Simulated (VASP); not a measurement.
Write the native input for VASP 6.6.1 that does the following.

* Task: relaxation of cell and atoms
* Functional: PBEsol
* Potentials or basis: VASP PAW PBE potentials, release 64 (In_d, P)
* Cutoff: 600 eV
* k mesh: 8 × 8 × 8
* Occupations: gaussian, width 0.03 eV
* Spin: no spin polarisation
* Further INCAR settings: ALGO = Normal; EDIFF = 1e-07; IBRION = 2; EDIFFG = -0.005; NSW = 90; ISIF = 3

The structure of InP lies in POSCAR:

```
InP                                     
1.0
   -0.0000000000      2.9393308163      2.9393308163
    2.9393308163      0.0000000000      2.9393308163
    2.9393308163      2.9393308163      0.0000000000
  In              P             
     1     1
Direct
     0.0000000000000000    0.0000000000000000    0.0000000000000000
     0.2500000000000000    0.2500000000000000    0.2500000000000000
```

These files were run (other wordings do the same):

INCAR

```
ALGO = Normal ; EDIFF = 1E-7
EDIFFG = -0.005 ; ENCUT = 600
GGA = PS ; IBRION = 2
ISIF = 3 ; ISMEAR = 0
LASPH = T ; LCHARG = F
LREAL = F ; LWAVE = F
NELM = 80 ; NSW = 90
PREC = Accurate ; SIGMA = 0.03
```

KPOINTS

```
k-points
0
Gamma
  8 8 8
```

Potentials or basis: VASP PAW PBE potentials, release 64 (In_d, P).

Launch:

```console
$ cat potpaw_PBE.64/In_d/POTCAR potpaw_PBE.64/P/POTCAR > POTCAR
$ mpirun -np 1 vasp_std > vasp.out
```

It gave:

| Property | Result |
| --- | --- |
| Pressure after relaxing | 0.0 GPa |
| Band gap on the k mesh | 0.57 eV, direct |

Caveat: the relaxation stopped at its first step, so nothing moved; the PAW data sets were made with another functional, which shifts forces and pressure a little; spin-orbit coupling is left out, which moves the levels of the heavy elements.

Wall time 21 s on 1 thread of Intel(R) Xeon(R) Platinum 8259CL CPU @ 2.50GHz (Skylake/Cascade Lake) (shared host), peak memory 0.21 GiB.
